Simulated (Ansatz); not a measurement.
Input of an Ansatz 0.2.0 run:

The input input.yaml:

```yaml
crystal:
  lattice: { a: 5.62839062, b: 5.62839062, c: 5.62839062, alpha: 90.0, beta: 90.0, gamma: 90.0 }
  space_group: 216
  setting: { hermann_mauguin: F-43m }
  reduce_to_primitive: true
  atoms:
    - { symbol: I, position: [0.0, 0.0, 0.0] }
    - { symbol: Cu, position: [0.25, 0.25, 0.25] }
kpoints:
  mp_grid: { grid: [8, 8, 8] }
scf:
  occupations: { method: gaussian, width: 0.1 }
hamiltonian:
  xc: rpbe
  dispersion: d4
  pseudopotentials:
    kind: all_electron
    lapw: { basis_error: 0.0005 }
    nuclear_model: point
  hubbard:
    sites: [{ species: Cu, l: d, u_eff: 4.5 }]
    double_counting: amf
    projectors: ortho-atomic
output:
  forces: true
  stress: true
  eigenvalues: true
  dos: { projected: false, de: 0.2, e_range: [-10, 10] }
  hubbard: {}
```

Potentials or basis: all-electron LAPW, point nuclei.

Launch:

```bash
$ ansatz run input.yaml --threads 1 --pin off --max-ram 2560MiB --backend cpu --events-out ev --progress --plain --runs-dir out
```

Question: What does it give for the pressure?

Answer: 12.2 GPa.

Question: What does it give for the band gap on the k mesh?

Answer: 1.94 eV, direct.

States per cell in windows of 1 eV (zero at the valence-band top; states under -8 eV left out):
```csv
from (eV),total
-8.0,0.05
-7.0,1.71
-6.0,1.64
-5.0,2.61
-4.0,1.69
-3.0,5.28
-2.0,2.44
-1.0,0.59
0.0,0.00
1.0,0.00
2.0,0.35
3.0,1.81
4.0,1.30
5.0,1.44
6.0,1.28
7.0,1.08
```

Caveat: spin-orbit coupling is left out, which moves the levels of the heavy elements. A k mesh can miss the band edges.
